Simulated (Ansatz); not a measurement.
# Sb under changes of volume

One of the cells (26.654 Å³/atom); the others are scaled copies at fixed shape and fractional positions:

```
CELL_PARAMETERS angstrom
3.35453 0.00000 0.00000
-1.67727 2.90511 0.00000
0.00000 0.00000 5.47016
ATOMIC_POSITIONS crystal
Sb 0.66667 0.33333 0.75000
Sb 0.33333 0.66667 0.25000
```

This isn't the form of Sb at room conditions, which is rhombohedral.

* Program: Ansatz 0.2.0
* Functional: PBEsol
* Potentials or basis: Ansatz PAW
* Cutoff: 420 eV (not typed: the program's choice for these potentials)
* k mesh: 9 × 9 × 5
* Occupations: fermi-dirac, width 0.05 eV
* Spin: no spin polarisation

```csv
volume (Å³/atom),energy over the lowest point (meV/atom),pressure (GPa)
25.055,?,?
25.588,0.86,1.1
26.121,0.00,-0.3
26.654,3.38,-1.6
27.187,10.57,-2.7
27.720,21.30,-3.7
28.253,35.30,-4.7
```

**Question.** What does the run at 25.055 Å³/atom give?

**Answer.** Energy over the lowest point 6.64 meV/atom; pressure 2.7 GPa.

Worked out: A Birch-Murnaghan fit of order 3 (a polynomial in V^(-2/3)) to the other rows has its minimum at 25.96 Å³/atom with B0 = V·E''(V) = 63 GPa and B' = 3.2 at fixed shape and positions, which overstates the stiffness. It gives 6.27 meV/atom at 25.055 Å³/atom, against the run's 6.64, and -dE/dV = 2.4 GPa, against 2.7.

Energies are extrapolated to zero smearing.

Caveats: the PAW data sets come from PBE, with cores solved anew for the run's functional, which leaves a small shift of forces and pressure.
